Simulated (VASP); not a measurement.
Crystal: Nb.

```
Nb
1.0
     0.00000    2.07912    2.07912
     2.07912    0.00000    2.07912
     2.07912    2.07912    0.00000
Nb
1
Direct
  0.00000 0.00000 0.00000
```

The cell was built by a generator and needn't be a form met in nature.

- Program: VASP 6.6.1
- Task: relaxation of cell and atoms
- Functional: revPBE
- Potentials or basis: VASP PAW PBE potentials, release 64 (Nb_sv)
- Cutoff: 600 eV
- k mesh: 13 × 13 × 13
- Occupations: fermi-dirac, width 0.1 eV
- Spin: no spin polarisation

At the start: pressure 9.7 GPa; volume 17.98 Å³/atom.

Task: How do energy, volume and symmetry change on relaxing?

Result: Over 4 steps the energy falls by 29.5 meV/atom and the volume is 18.99 Å³/atom (+5.6 %); space group Fm-3m (No. 225, to 0.05 Å).

Step by step:
```
step  energy change (eV)  largest force (eV/Å)  pressure (GPa)  volume (Å³)
   1              0.0000                0.0000            9.73        17.98
   2              0.0580                0.0000          -13.08        20.97
   3             -0.0295                0.0000           -0.30        19.02
   4             -0.0295                0.0000            0.00        18.99
```

Final structure:
```
Nb
1.0
     0.00000    2.11742    2.11742
     2.11742    0.00000    2.11742
     2.11742    2.11742    0.00000
Nb
1
Direct
  0.00000 0.00000 0.00000
```

Caveat: the PAW data sets were made with another functional, which shifts forces and pressure a little.
